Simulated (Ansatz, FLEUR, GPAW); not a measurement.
## Fitting the PBEsol energy curve of Cu3Al

```
CELL_PARAMETERS angstrom
0.00000 2.88801 2.88801
2.88801 0.00000 2.88801
2.88801 2.88801 0.00000
ATOMIC_POSITIONS crystal
Cu 0.75000 0.75000 0.75000
Cu 0.25000 0.25000 0.25000
Cu 0.50000 0.50000 0.50000
Al 0.00000 0.00000 0.00000
```

The cell comes from a database or a generator and needn't be the stable form of this composition.

The cell was scaled at fixed shape and fractions and run with Ansatz, all-electron LAPW, scalar-relativistic; PBEsol, k mesh 8 × 8 × 8 on the cell of 4 atoms, fermi-dirac occupations of 0.05 eV, no spin polarisation, no spin-orbit coupling. Energies are those that the program minimises, any entropy of the smearing included. For a metal such a mesh isn't converged to the digits shown.

| V (Å³/atom) | energy over the lowest row (meV/atom) |
| --- | --- |
| 11.3213 | 19.119 |
| 11.5621 | 7.331 |
| 11.8030 | 1.159 |
| 12.0439 | 0.000 |
| 12.2848 | ? |
| 12.5256 | 10.594 |
| 12.7665 | 21.425 |

Q: Fit the third-order Birch-Murnaghan form, give V0, B0 and B′, and predict the energy left open.

A: With y = (V0/V)^(2/3), E = E0 + (9 V0 B0/16) [(y - 1)³ B′ + (y - 1)² (6 - 4y)]. Least squares through the rows shown give V0 = 11.9822 Å³/atom, E0 = -0.148 meV, B0 = 152.0 GPa (1 eV/Å³ = 160.218 GPa) and B′ = 4.73, with a largest miss of 0.004 meV. At V = 12.2848 the form with these constants gives 3.308 meV; the run gave 3.308 meV an atom. Other set-ups at this level, from all their volumes (Å³/atom, GPa): FLEUR, all-electron, FLAPW: V0 11.979, B0 152.1; GPAW, PAW data sets generated for this functional: V0 12.113, B0 149.1.
